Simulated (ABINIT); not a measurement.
Runs of ABINIT 10.8.3 (patched build) on BN. It takes space group F-43m (No. 216, cubic). The conventional cell has a = 3.626 Å, b = 3.626 Å, c = 3.626 Å, α = 90.00°, β = 90.00°, γ = 90.00°. Around N (site symmetry -43m) lie 4 B at 1.57 Å. Around B (site symmetry -43m) lie 4 N at 1.57 Å. The cell is a database's computed one.

| task | level | potentials or basis | k mesh | cutoff (eV) | fine-grid cutoff | dispersion computed by | gap on the mesh (eV) | pressure (GPa) | V0 of scaled cells (Å³/atom) | B0 (GPa) |
| --- | --- | --- | --- | --- | --- | --- | --- | --- | --- | --- |
| band structure | SCAN | JTH PAW PBE v2.0 | 13 × 13 × 13 | 816 | 1414.99 eV | - | 5.01 | -4.0 | - | - |
| band structure | PBEsol | PseudoDojo NC SR PBEsol v0.4 stringent | 13 × 13 × 13 | 1143 | - | - | 4.41 | (c) | - | - |
| equation of state | AM05+D4 | JTH PAW PBE v2.0 | 13 × 13 × 13 | 680 | 1278.94 eV | dftd4 4.3.1 | - | - | 5.81 | 393 |
| single point | r2SCAN | JTH PAW PBE v2.0 | 10 × 10 × 10 | 816 | 1414.99 eV | - | 4.94 | (a) | - | - |
| band structure | RPBE | JTH PAW PBE v2.0 | 13 × 13 × 13 | 680 | 1278.94 eV | - | 4.55 | - | - | - |
| single point | LDA | JTH PAW LDA v2.0 | 10 × 10 × 10 | 680 | 1278.94 eV | - | 4.34 | - | - | - |
| equation of state | BP86 | JTH PAW PBE v2.0 | 13 × 13 × 13 | 680 | 1278.94 eV | - | - | - | 5.98 | 367 |
| equation of state | BLYP+D3(BJ) | JTH PAW PBE v2.0 | 13 × 13 × 13 | 680 | 1278.94 eV | - | - | - | 5.88 | (b) |

Alike in all rows: no spin polarisation; cell as given; smearing fermi-dirac 0.05 eV.

Q: Fill in the values left out.

A: (a) -2.1; (b) 374; (c) -5.7.

Caveats: the PAW data sets were made with another functional, which shifts forces and pressure a little (some runs); pressures at fixed basis lie under the slope of the energies (some runs); the atomic spheres overlap (some runs); an odd mesh through Γ misses points on the zone boundary, where band edges often lie (some runs).
